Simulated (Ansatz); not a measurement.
# Ta (Im-3m) in Ansatz: notebook

Aim: see how the results for Ta move with the level of theory and the settings. Levels: LDA, PBE, BLYP+D3(BJ). Tasks: single point, relaxation of cell and atoms.

All numbers are computed with Ansatz 0.2.0; they aren't measurements. Logs are shortened: lines on timing, memory, paths and dates and some standing lists are left out, and cuts for length are marked.

## (1) The structure

It takes space group Im-3m (No. 229, cubic). Conventional cell: a = 3.303 Å, b = 3.303 Å, c = 3.303 Å, α = 90.00°, β = 90.00°, γ = 90.00°. Ta (site symmetry m-3m) has 8 Ta at 2.86 Å as nearest neighbours.

## (2) Single point, LDA

File input.yaml:

```yaml
crystal:
  lattice:
    - [-1.65128, 1.65128, 1.65128]
    - [1.65128, -1.65128, 1.65128]
    - [1.65128, 1.65128, -1.65128]
  atoms:
    - { symbol: Ta, position: [0.0, 0.0, 0.0] }
kpoints:
  mp_grid: { grid: [11, 11, 11] }
scf:
  occupations: { method: gaussian, width: 0.05 }
hamiltonian:
  xc: lda
  pseudopotentials: { kind: all_electron, lapw: { basis_error: 0.001 } }
output:
  forces: true
  stress: true
  eigenvalues: true
```

Potentials or basis: all-electron LAPW, scalar-relativistic.

Started as:

```sh
ansatz run input.yaml --threads 1 --pin off --max-ram 3072MiB --backend cpu --events-out ev --progress --plain --runs-dir out
```

Log:

```text
Warning: RAYON_NUM_THREADS=1 ignored (pool sized by the plan → 1); use --threads N
LAPW: plane waves up to 8.289 Å⁻¹, error target 1.0e-3 eV per atom; small_component_spin mean_spin; Ta in spheres of 1.430 Å, 37 of its electrons in bands, Dirac shells [] (how accurate: hamiltonian.pseudopotentials.lapw.basis_error, Limitations)
Engine: ansatz 0.2.0, aarch64-unknown-linux-gnu
Pseudopotentials: kind: all_electron
Pseudopotential: Ta, LAPW, valence charge 37, lapw/all_electron/scalar/gaussian/Ta, Koelling and Harmon's equation, gaussian nucleus
Functional definition: SPW92
  exchange = slater_x
  correlation = pw_c
Crystal: 1 atoms, lattice volume = 18.010 Å³
Basis set: ecut = 261.79054951015223 eV, 177 PW (Γ), exchange–correlation at level 2
Bands: 23, of which v1, the nominal top of the filled ones, is band 19 counted from 1 (18 counted from 0)
Symmetry: 48 space group operations
Space group: Im-3m (ITA 229), of the structure as read, at distance tolerance 2.6e-5 Å
k-points: 56 of 1331
Non-local potential: Ta, projectors of the file, none
Initial density: superposition of atomic densities (chi_scale 0.1, normalization cell)
Initial wavefunctions: plane waves of lowest kinetic energy (no species holds an atomic orbital)
Functional: x = slater, c = lda
iter 1 solved again at ethr=1.80e-4 eV; its pass at ethr=1.00e-1 eV (dr2=6.64e-2 eV) is discarded
SCF iter   1: F=—  HF=-424319.776513 eV  |F-HF|=—  |Δ(HF+E_count)|=         —  Δρ=2.41e-2  dr2=6.69e-2  ethr=1.80e-4  ⟨swp⟩=3.0  Hψ=8188  notcnv=0
preconditioner: auto → Kerker (q_TF=auto, 3.076 Å⁻¹)  [metal: Δε(μ)=0.022 eV  Ē_g=24.512 eV  σ=0.050 eV  W_gap=0.24  n_scr=12 (ndim 8)  ℏωp=43.7 eV  f_vac=0.000  D(μ)=1.09/eV (n_scr^D=12)]
SCF iter   2: F=—  HF=-424319.646988 eV  |F-HF|=—  |Δ(HF+E_count)|=   1.30e-1  Δρ=1.21e-2  dr2=1.98e-2  ethr=1.80e-4  ⟨swp⟩=2.0  Hψ=4032  notcnv=0
preconditioner: auto → none  [insulator: Δε(μ)=0.147 eV  Ē_g=25.293 eV  σ=0.050 eV  W_gap=0.96  n_scr=12 (ndim 8)  ℏωp=43.7 eV  f_vac=0.000  D(μ)=0.20/eV (n_scr^D=0)  ε∞_Penn≈4.0]
SCF iter   3: F=—  HF=-424319.631437 eV  |F-HF|=—  |Δ(HF+E_count)|=   1.56e-2  Δρ=5.49e-3  dr2=4.01e-3  ethr=5.35e-5  ⟨swp⟩=2.0  Hψ=3777  notcnv=0
SCF iter   4: F=—  HF=-424319.628472 eV  |F-HF|=—  |Δ(HF+E_count)|=         —  Δρ=1.81e-3  dr2=4.83e-4  ethr=1.08e-5  ⟨swp⟩=2.0  Hψ=3775  notcnv=0
the basis was enlarged: its passes take 266.1 KiB over the memory plan, 1 of 1 planned eigensolver slots
iter 5 solved again at ethr=6.01e-9 eV; its pass at ethr=1.30e-6 eV (dr2=2.22e-6 eV) is discarded
SCF iter   5: F=—  HF=-424319.628486 eV  |F-HF|=—  |Δ(HF+E_count)|=   1.43e-5  Δρ=1.27e-4  dr2=2.22e-6  ethr=6.01e-9  ⟨swp⟩=2.1  Hψ=6380  notcnv=0
SCF iter   6: F=-424319.628487 eV  HF=-424319.628487 eV  |F-HF|=4.07e-9  |Δ(HF+E_count)|=   2.96e-7  Δρ=8.19e-6  dr2=6.99e-9  ethr=6.00e-9  ⟨swp⟩=2.0  Hψ=3775  notcnv=0
SCF 1 converged in 6 iterations: F = -424319.628487 eV  dr2 = 6.99e-9
SCF converged after 6 iterations
Free energy (F): -424319.628487 eV
Harris-Foulkes:  -424319.628487 eV  (|F-HF|=4.07e-9)
Internal energy: -424319.628285 eV  (E = F + TS)
E sigma→0 (E₀):  -424319.628386 eV
Entropy (-TS):   -0.000202 eV (-0.202 meV/atom)
Fermi energy:    24.440947 eV
--- Per-component energies (eV) ---
  E_band       = -1860.031561
  E_kinetic    = 473528.259096
  E_xc         = -8371.838406
  E_electrostatic = -889476.048974  (all electrons and nuclei)
  E_smearing   = -0.000202  (= −TS)
  E_closure    = 0.000000  (closes the sum)
  E_atoms      = -424308.848938  (free atoms, spherical and without spin; not in F)
  Σ components = -424319.628487   (vs F -424319.628487, Δ=0.00e0)
  Basis errors (estimates in eV, not in F): energy 2.6e-4 per atom: plane waves 2.2e-4 (1.1e-4 summed), levels above the bands 0.0e0, relativity 1.2e-8, radial functions 3.7e-5, core shells 1.4e-6; eigenvalues (radial functions only) 2.0e-6; not estimated: angular momenta, meshes, grids; target (lapw.basis_error) 1.0e-3; muffin-tin radii Ta 1.430 Å
--- Forces (eV/Å), atoms counted from 1 ---
  atom   1  Ta    -0.00000000     0.00000000     0.00000000
  max |Σ_I F_I| component: 1.60e-31 eV/Å
--- Stress (GPa, compression-positive) ---
       -9.603427       0.000000       0.000000
        0.000000      -9.603427      -0.000000
        0.000000      -0.000000      -9.603427
  P = ⅓ Tr σ = -9.6034 GPa (-96.034 kbar)
--- Band table (eV; the first three rows and the last of 56) ---
  k-point 0: bands = ["-191.1058", "-191.1058", "-191.0883", "-191.0883", "-191.0883", "-42.6207", "-8.5573", "-8.5573", "-8.5573", "5.5753", "5.5753", "5.5753", "5.6264", "5.6264", "5.6264", "5.6789", "16.5952", "25.1357", "25.1357", "25.1357", "28.3904", "28.3904", "39.1542"]
  k-point 1: bands = ["-191.1058", "-191.1058", "-191.0883", "-191.0883", "-191.0883", "-42.6116", "-8.6589", "-8.5888", "-8.5579", "5.5769", "5.5788", "5.5792", "5.6228", "5.6251", "5.6253", "5.6740", "16.9607", "24.9056", "25.0611", "25.4975", "28.0488", "28.3945", "39.4665"]
  k-point 2: bands = ["-191.1058", "-191.1058", "-191.0883", "-191.0883", "-191.0883", "-42.5869", "-8.9241", "-8.6722", "-8.5594", "5.5805", "5.5883", "5.5895", "5.6140", "5.6202", "5.6231", "5.6632", "17.9492", "24.3476", "24.7027", "26.5515", "27.7003", "28.4522", "39.9036"]
  k-point 55: bands = ["-191.1058", "-191.1058", "-191.0883", "-191.0883", "-191.0883", "-42.4213", "-9.3846", "-9.3668", "-9.3668", "5.5695", "5.5912", "5.5927", "5.5927", "5.6427", "5.6435", "5.6435", "20.7548", "20.7991", "30.2574", "30.2574", "31.0476", "32.5113", "34.3158"]
```

Run time: 7 s. Hardware: 1 thread of Arm Neoverse V1, shared host; peak memory 0.27 GiB.

What came out:

```
Free energy            : -424319.6285 eV
Pressure               : -9.6 GPa
Band gap on the k mesh : none (metal or under the smearing width)
```

Levels at points of the mesh, in eV from the Fermi level:
```
           k point  band 14  band 15  band 16  band 17  band 18  band 19  band 20  band 21  band 22  band 23
(0.00, 0.00, 0.00)   -18.81   -18.81   -18.76    -7.85     0.69     0.69     0.69     3.95     3.95    14.71
```

The run has no spin-orbit coupling, so splittings on Ta are missing.

## (3) Single point, PBE

Edit input.yaml of step 2 so:

```diff
@@ -10,5 +10,5 @@
 scf:
-  occupations: { method: gaussian, width: 0.05 }
+  occupations: { method: gaussian, width: 0.011 }
 hamiltonian:
-  xc: lda
+  xc: pbe
   pseudopotentials: { kind: all_electron, lapw: { basis_error: 0.001 } }
```

Potentials or basis: all-electron LAPW, scalar-relativistic.

Started as:

```sh
ansatz run input.yaml --threads 1 --pin off --max-ram 3072MiB --backend cpu --events-out ev --progress --plain --runs-dir out
```

It took 7.4 s on 1 thread of Arm Neoverse V1, shared host; peak memory 0.27 GiB.

The run converged. Its results:

```
Free energy            : -424569.1083 eV
Pressure               : 2.1 GPa
Band gap on the k mesh : none (metal or under the smearing width)
```

Levels at points of the mesh, in eV from the Fermi level:
```
           k point  band 16  band 17  band 18  band 19  band 20  band 21
(0.00, 0.00, 0.00)   -18.70    -7.85     0.79     0.79     0.79     4.06
```

The run has no spin-orbit coupling, so splittings on Ta are missing.

## (4) Single point, PBE

Edit input.yaml of step 3 so:

```diff
@@ -10,3 +10,3 @@
 scf:
-  occupations: { method: gaussian, width: 0.011 }
+  occupations: { method: gaussian, width: 0.016 }
 hamiltonian:
```

Potentials or basis: all-electron LAPW, scalar-relativistic.

Started as:

```sh
ansatz run input.yaml --threads 1 --pin off --max-ram 3072MiB --backend cpu --events-out ev --progress --plain --runs-dir out
```

Log:

```text
Warning: RAYON_NUM_THREADS=1 ignored (pool sized by the plan → 1); use --threads N
LAPW: plane waves up to 8.288 Å⁻¹, error target 1.0e-3 eV per atom; small_component_spin mean_spin; Ta in spheres of 1.430 Å, 37 of its electrons in bands, Dirac shells [] (how accurate: hamiltonian.pseudopotentials.lapw.basis_error, Limitations)
[... 3 set-up lines as earlier in the session ...]
Functional definition: PBE
  parameter kappa = 0.804
  parameter beta = 0.06672455060314922
  exchange = pbe_x(kappa = kappa, mu = beta*pi^2/3)
  correlation = pbe_c(beta = beta)
Crystal: 1 atoms, lattice volume = 18.010 Å³
Basis set: ecut = 261.74233129280054 eV, 177 PW (Γ), exchange–correlation at level 2
Bands: 23, of which v1, the nominal top of the filled ones, is band 19 counted from 1 (18 counted from 0)
[... 2 set-up lines as earlier in the session ...]
k-points: 56 of 1331
[... 3 set-up lines as earlier in the session ...]
Functional: x = pbe(κ = 0.804, μ = 0.2195149727645171), c = pbe(β = 0.06672455060314922)
iter 1 solved again at ethr=2.10e-4 eV; its pass at ethr=1.00e-1 eV (dr2=7.77e-2 eV) is discarded
SCF iter   1: F=—  HF=-424569.243375 eV  |F-HF|=—  |Δ(HF+E_count)|=         —  Δρ=2.57e-2  dr2=7.82e-2  ethr=2.10e-4  ⟨swp⟩=3.0  Hψ=8166  notcnv=0
preconditioner: auto → none  [insulator: Δε(μ)=0.042 eV  Ē_g=24.528 eV  σ=0.016 eV  W_gap=0.69  n_scr=12 (ndim 8)  ℏωp=43.7 eV  f_vac=0.000  D(μ)=1.95/eV (n_scr^D=18)  ε∞_Penn≈4.2]
iter 2 solved again at ethr=1.67e-5 eV; its pass at ethr=2.10e-4 eV (dr2=6.19e-3 eV) is discarded
SCF iter   2: F=—  HF=-424569.121739 eV  |F-HF|=—  |Δ(HF+E_count)|=   1.22e-1  Δρ=7.94e-3  dr2=6.19e-3  ethr=1.67e-5  ⟨swp⟩=2.0  Hψ=6669  notcnv=0
SCF iter   3: F=—  HF=-424569.110612 eV  |F-HF|=—  |Δ(HF+E_count)|=   1.11e-2  Δρ=4.15e-3  dr2=1.67e-3  ethr=1.67e-5  ⟨swp⟩=2.0  Hψ=3773  notcnv=0
SCF iter   4: F=—  HF=-424569.108180 eV  |F-HF|=—  |Δ(HF+E_count)|=         —  Δρ=1.22e-3  dr2=1.23e-4  ethr=4.51e-6  ⟨swp⟩=2.0  Hψ=3799  notcnv=0
the basis was enlarged: its passes take 457.0 KiB over the memory plan, 1 of 1 planned eigensolver slots
SCF iter   5: F=—  HF=-424569.108291 eV  |F-HF|=—  |Δ(HF+E_count)|=   1.11e-4  Δρ=7.05e-5  dr2=6.21e-7  ethr=3.32e-7  ⟨swp⟩=2.0  Hψ=3773  notcnv=0
SCF iter   6: F=-424569.108291 eV  HF=-424569.108291 eV  |F-HF|=2.05e-8  |Δ(HF+E_count)|=   5.37e-7  Δρ=1.07e-5  dr2=8.73e-9  ethr=1.68e-9  ⟨swp⟩=2.2  Hψ=3787  notcnv=0
SCF 1 converged in 6 iterations: F = -424569.108291 eV  dr2 = 8.73e-9
SCF converged after 6 iterations
Free energy (F): -424569.108291 eV
Harris-Foulkes:  -424569.108291 eV  (|F-HF|=2.05e-8)
Internal energy: -424569.108233 eV  (E = F + TS)
E sigma→0 (E₀):  -424569.108262 eV
Entropy (-TS):   -0.000058 eV (-0.058 meV/atom)
Fermi energy:    24.762370 eV
--- Per-component energies (eV) ---
  E_band       = -1850.618139
  E_kinetic    = 473935.476679
  E_xc         = -8623.685411
  E_electrostatic = -889880.899501  (all electrons and nuclei)
  E_smearing   = -0.000058  (= −TS)
  E_closure    = 0.000000  (closes the sum)
  E_atoms      = -424559.369556  (free atoms, spherical and without spin; not in F)
  Σ components = -424569.108291   (vs F -424569.108291, Δ=0.00e0)
  Basis errors (estimates in eV, not in F): energy 2.6e-4 per atom: plane waves 2.2e-4 (1.1e-4 summed), levels above the bands 0.0e0, relativity 6.7e-8, radial functions 3.8e-5, core shells 1.3e-6; eigenvalues (radial functions only) 2.0e-6; not estimated: angular momenta, meshes, grids; target (lapw.basis_error) 1.0e-3; muffin-tin radii Ta 1.430 Å
--- Forces (eV/Å), atoms counted from 1 ---
  atom   1  Ta    -0.00000000    -0.00000000    -0.00000000
  max |Σ_I F_I| component: 2.14e-31 eV/Å
--- Stress (GPa, compression-positive) ---
        2.064868       0.000000       0.000000
        0.000000       2.064868      -0.000000
        0.000000      -0.000000       2.064868
  P = ⅓ Tr σ = 2.0649 GPa (20.649 kbar)
--- Band table (eV; the first three rows and the last of 56) ---
  k-point 0: bands = ["-191.1407", "-191.1407", "-191.1228", "-191.1228", "-191.1228", "-42.2767", "-8.2231", "-8.2231", "-8.2231", "5.9564", "5.9564", "5.9564", "6.0081", "6.0081", "6.0081", "6.0596", "16.9059", "25.5432", "25.5432", "25.5432", "28.8160", "28.8160", "39.4013"]
  k-point 1: bands = ["-191.1407", "-191.1407", "-191.1228", "-191.1228", "-191.1228", "-42.2676", "-8.3241", "-8.2543", "-8.2237", "5.9580", "5.9599", "5.9603", "6.0046", "6.0068", "6.0070", "6.0548", "17.2701", "25.3096", "25.4634", "25.9046", "28.4674", "28.8187", "39.7167"]
  k-point 2: bands = ["-191.1407", "-191.1407", "-191.1228", "-191.1228", "-191.1228", "-42.2430", "-8.5879", "-8.3372", "-8.2252", "5.9616", "5.9694", "5.9706", "5.9958", "6.0019", "6.0048", "6.0439", "18.2566", "24.7440", "25.0852", "26.9574", "28.1165", "28.8745", "40.1619"]
  k-point 55: bands = ["-191.1407", "-191.1407", "-191.1228", "-191.1228", "-191.1228", "-42.0781", "-9.0454", "-9.0276", "-9.0276", "5.9505", "5.9730", "5.9745", "5.9745", "6.0238", "6.0246", "6.0246", "21.1041", "21.1461", "30.6329", "30.6329", "31.4546", "32.8119", "34.6277"]
```

Run time: 7.2 s. Hardware: 1 thread of Arm Neoverse V1, shared host; peak memory 0.27 GiB.

What came out:

* Free energy: -424569.1083 eV
* Pressure: 2.1 GPa
* Band gap on the k mesh: none (metal or under the smearing width)

## (5) Relaxation of cell and atoms, BLYP+D3(BJ)

Edit input.yaml of step 4 so:

```diff
@@ -10,5 +10,6 @@
 scf:
-  occupations: { method: gaussian, width: 0.016 }
+  occupations: { method: fermi_dirac, width: 0.05 }
 hamiltonian:
-  xc: pbe
+  xc: blyp
+  dispersion: d3bj
   pseudopotentials: { kind: all_electron, lapw: { basis_error: 0.001 } }
@@ -17,2 +18,5 @@
   stress: true
-  eigenvalues: true
+relax:
+  f_tol: 0.005
+  max_steps: 60
+  cell: {}
```

Started as:

```sh
ansatz run input.yaml --threads 1 --pin off --max-ram 3072MiB --backend cpu --events-out ev --progress --plain --runs-dir out
```

Run time: 35 s. Hardware: 1 thread of Arm Neoverse V1, shared host; peak memory 0.29 GiB.

It converged, with:

| Quantity | Value |
| --- | --- |
| Free energy | -424594.6069 eV |
| Relaxed volume | 17.44 Å³/atom |
| Relaxed cell | a = 2.829 Å, b = 2.829 Å, c = 2.829 Å, α = 109.47°, β = 109.47°, γ = 109.47° |
| Space group after relaxing (to 0.05 Å) | Im-3m (No. 229) |
| Energy gained by relaxing | 12.1 meV/atom |
| Ionic steps | 5 |
| Pressure after relaxing | 0.0 GPa |

Step by step:
```tsv
step	energy change (eV)	largest force (eV/Å)	volume (Å³)
1	0.0000	0.0000	18.01
2	-0.0118	0.0000	17.52
3	-0.0121	0.0000	17.43
4	-0.0121	0.0000	17.44
5	-0.0121	0.0000	17.44
```

Final structure:
```
CELL_PARAMETERS angstrom
-1.63355 1.63355 1.63355
1.63355 -1.63355 1.63355
1.63355 1.63355 -1.63355
ATOMIC_POSITIONS crystal
Ta 0.00000 0.00000 0.00000
```

## (6) Overview

```tsv
task	level	cell	cutoff (eV)	smearing	gap on the mesh (eV)	pressure (GPa)
single point	LDA	as given	262	gaussian 0.05 eV	none	-9.6
single point	PBE	as given	262	gaussian 0.011 eV	none	2.1
single point	PBE	as given	262	gaussian 0.016 eV	none	2.1
relaxation of cell and atoms	BLYP+D3(BJ)	relaxed	-	fermi-dirac 0.05 eV	-	0.0
```

Alike in all rows: potentials or basis all-electron LAPW, scalar-relativistic; no spin polarisation; k mesh 11 × 11 × 11; basis error allowed 0.001 eV/atom.

Every run on the cell as given and a fine mesh finds a metal. The pressure there spans -9.6 GPa (LDA) to 2.1 GPa (PBE); a positive pressure means that this level wants a larger cell, a negative one a smaller.

Compare energies only between runs with the same functional and basis.
